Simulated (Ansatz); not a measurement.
Input and command of a plane-wave DFT calculation in Ansatz:

```yaml
crystal:
  lattice:
    - [0.0, 2.127, 3.348]
    - [1.228, 0.0, 3.348]
    - [1.228, 2.127, 0.0]
  atoms:
    - { symbol: C, position: [0.1948801156, 0.7155141497, -0.0610060623] }
    - { symbol: C, position: [0.83333, 0.16667, 0.83333] }
basis:
  ecutwfc: 420
kpoints:
  mp_grid: { grid: [14, 14, 14] }
hamiltonian:
  xc: pbesol
scf:
  occupations: { method: gaussian, width: 0.05 }
output:
  forces: true
  stress: true
  eigenvalues: true
  write_density: true
  write_potential: true
  elf: true
  volumetric_format: npy
```

```bash
ansatz run input.yaml --threads 1 --pin off --max-ram 2560MiB --backend cpu --events-out ev --progress --plain --runs-dir out
```

Processor: Intel(R) Xeon(R) Processor @ 2.50GHz (Skylake/Cascade Lake), 1 thread, on a host shared with other jobs.

**Question.** Estimate time, memory and problem size.

**Answer.** About 35 s on 1 thread of Intel(R) Xeon(R) Processor @ 2.50GHz (Skylake/Cascade Lake), on a shared host, peak memory 0.5 GiB. It solves 8 bands at 1376 k points (the mesh reduced by the symmetry that the task leaves, which can be less than the crystal's) with about 333 plane waves, in 6 SCF iterations.
